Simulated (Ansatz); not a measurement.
LaAlO3 (R-3c-perovskite type, space group R-3c)

```
LaAlO3
1.0
    2.70656     1.56263     4.39782
   -2.70656     1.56263     4.39782
    0.00000    -3.12526     4.39782
La Al O
2 2 6
Cartesian
  0.00000   0.00000   3.29837
  0.00000   0.00000   9.89510
  0.00000   0.00000   0.00000
  0.00000   0.00000   6.59673
  0.21056   1.56263   7.69619
 -1.45856  -0.59896   7.69619
  1.24800  -0.96367   7.69619
 -0.21056  -1.56263   5.49728
  1.45856   0.59896   5.49728
 -1.24800   0.96367   5.49728
```

Computed with PBE (plane waves to 420 eV, PAW, scalar-relativistic; Ansatz, an electronic-structure program). DFPT wavenumbers on a 6×6×6 k mesh, in cm⁻¹; i marks imaginary ones, q is in fractions of the reciprocal vectors of the cell shown, and the three acoustic modes at Γ are left out. The non-analytic (LO-TO) term is not included, so polar modes at Γ have their transverse values. LaAlO3 is run without spin polarisation. LaAlO3 was relaxed with its symmetry unable to fall.

Task: Does any mode at Γ come out imaginary?

Result: No imaginary mode at these points (lowest 32 cm⁻¹ at Γ); other wave vectors were not tested.

Task: Predict the phonon wavenumbers at Γ.

Result: 
```json
[
 {"q": "Γ", "wavenumbers (cm⁻¹)": "32 (×2), 128, 146, 148 (×2), 173 (×2), 189, 286 (×2), 348, 395, 400 (×2), 433 (×2), 436, 460 (×2), 465 (×2), 470, 596, 614 (×2), 726"}
]
```
